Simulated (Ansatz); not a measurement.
## ScAl: energy along a strain

ScAl, Pm-3m, a = 3.369 Å. The structure is a Materials Project entry; whether it is the stable form wasn't checked. Ansatz: r2SCAN, PAW, 500 eV, Γ-centred 18×18×18 mesh on 2 atoms, Gaussian smearing 0.15 eV; no spin polarisation. Cell vectors (Å): 3.369 0.000 0.000; 0.000 3.369 0.000; 0.000 0.000 3.369. The cell is strained by x per cent times the pattern (0 0 0 0 0 1) in the order xx yy zz yz xz xy (engineering shears), with fractional coordinates held. y is the free energy over the start, V0 = 19.121 Å³/atom. Symmetry makes y even in x. Points with a strain past 8.5 % were computed too (2) and aren't used here.

```tsv
x (%)	y (meV/atom)
-5.00	14.92
0.00	0.00
1.25	0.94
2.50	3.74
3.75	8.40
6.25	23.28
7.50	?
```

Problem. Fit y = c2 x² + c4 x⁴ to the other rows, get the stiffness along the pattern, and predict the missing energy.

Solution. Least squares on the rows shown. y = 0.59834 x² − 6.0926×10⁻⁵ x⁴. The clamped-ion stiffness p·C·p = 2 × 5.983 eV × 160.2 / 19.121 Å³ = 100 GPa, which is C66 in these axes (C44 of the cubic crystal). At x = 7.50 the fit asked for gives 33.46 meV/atom. The run gave 33.47 meV/atom, so the fit is 0.01 meV/atom too low, a small miss on the scale of the series.